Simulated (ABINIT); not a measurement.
Wanted: the native input for an ABINIT 10.8.3 (patched build) run.

| Quantity | Value |
| --- | --- |
| Task | band structure |
| Functional | RPBE |
| Potentials or basis | JTH PAW PBE v2.0 |
| Cutoff | 844 eV |
| k mesh | 9 × 9 × 7 |
| Occupations | fermi-dirac, width 0.05 eV |
| Spin | no spin polarisation |
| Fine-grid cutoff | 1442.2 eV |

The system is CuAu.

```
Au Cu
1.0
     2.81075    0.00000    0.00000
     0.00000    2.81075    0.00000
     0.00000    0.00000    3.68500
Au Cu
1 1
Direct
  0.00000 0.00000 0.00000
  0.50000 0.50000 0.50000
```

These files were run (other wordings do the same):

run.abi

```
# Datasets: ground state, then fixed potential
ndtset 2

# Pseudopotentials
pp_dirpath "./"
pseudos "Au.GGA_PBE-JTH.xml, Cu.GGA_PBE-JTH.xml"

# Structure
acell 2.8107494552 2.8107494552 3.685 Angstrom
rprim
     1.0000000000     0.0000000000     0.0000000000
     0.0000000000     1.0000000000     0.0000000000
     0.0000000000     0.0000000000     1.0000000000
ntypat 2
znucl 79 29
natom 2
typat 1 2
xred
     0.0000000000     0.0000000000     0.0000000000
     0.5000000000     0.5000000000     0.5000000000

# Plane-wave basis
ecut 31.0
pawecutdg 53.0
pawxcdev 0

# Exchange and correlation
ixc 15

# Bands and occupations
occopt 3
tsmear 0.00183747

# SCF cycle
nstep 100

# Output
iomode 3
prtwf 0
prteig 0
prtebands 0
prtden1 1

# Dataset 1
kptopt1 1
ngkpt1 9 9 7
nshiftk1 1
shiftk1 0.0 0.0 0.0
nband1 19
tolvrs1 1.0e-9

# Dataset 2: bands along G-X-M-G-Z-R-A-Z
iscf2 -2
getden2 1
nband2 25
nbdbuf2 4
tolwfr2 1.0e-11
kptopt2 -7
ndivsm2 6
prteig2 1
kptbounds2
     0.0000000000     0.0000000000     0.0000000000
     0.0000000000     0.5000000000     0.0000000000
     0.5000000000     0.5000000000     0.0000000000
     0.0000000000     0.0000000000     0.0000000000
     0.0000000000     0.0000000000     0.5000000000
     0.0000000000     0.5000000000     0.5000000000
     0.5000000000     0.5000000000     0.5000000000
     0.0000000000     0.0000000000     0.5000000000
```

Potentials or basis: JTH PAW PBE v2.0.

The run is started by

```sh
$ abinit run.abi > log 2>&1
```

Results of the run:

The pressure is 8.5 GPa. The band gap on the k mesh is none (metal or under the smearing width) and the valence electrons inside the program's atomic spheres are Au 9.56; Cu 17.33.

Caveat: the PAW data sets were made with another functional, which shifts forces and pressure a little; spin-orbit coupling is left out, which moves the levels of the heavy elements.

It took 6.5 min on 1 thread of AMD EPYC 7R43 64-Core Processor (Zen 3), with other jobs on the host, peak memory 0.16 GiB.
